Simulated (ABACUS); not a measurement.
P: equation of state with PBE

The system is P.

```xyz
2
Lattice="1.7257 0.9963 3.1297 -1.7257 0.9963 3.1297 0.0000 -1.9927 3.1297" Properties=species:S:1:pos:R:3 pbc="T T T"
P     0.0000    0.0000    7.2570
P     0.0000    0.0000    2.1321
```

This isn't the form of P at room conditions, which is orthorhombic.

```yaml
Program: ABACUS 3.10.1
Task: equation of state
Functional: PBE
Potentials_or_basis: PseudoDojo NC SR 0.4.1 PBE standard
Cutoff: 599 eV
Density_cutoff: 2395 eV
Basis: plane waves
k_mesh: 9 × 9 × 9
Occupations: fermi-dirac, width 0.05 eV
Spin: no spin polarisation
Radial_cutoff_of_the_potentials_pseudo_rcut: 10 bohr
SCF_threshold_on_the_density: 1e-08
Max_SCF_steps: 100
Eigensolver: dav
Mixing: broyden
Mixing_share: 0.7
Symmetry_key: 1
Bands: 9
```

| Property | Result |
| --- | --- |
| Equilibrium volume | 16.49 Å³/atom |
| Bulk modulus at fixed shape and positions | 85 GPa |
| Pressure derivative of the bulk modulus | 3.5 (rough: it moves with the points fitted) |

Energy against volume, from the lowest point:
```csv
volume (Å³/atom),energy (meV/atom)
15.175,31.65
15.498,17.44
15.821,7.74
16.144,2.08
16.467,0.00
16.789,1.32
17.112,5.82
```

All runs of the series together: 25 s on 4 threads of Intel(R) Xeon(R) Platinum 8488C (Sapphire Rapids), on a shared host.

Caveat: the cell was scaled at fixed shape and fractional positions, which overstates the stiffness of a crystal with free parameters, most of all of layers and chains.
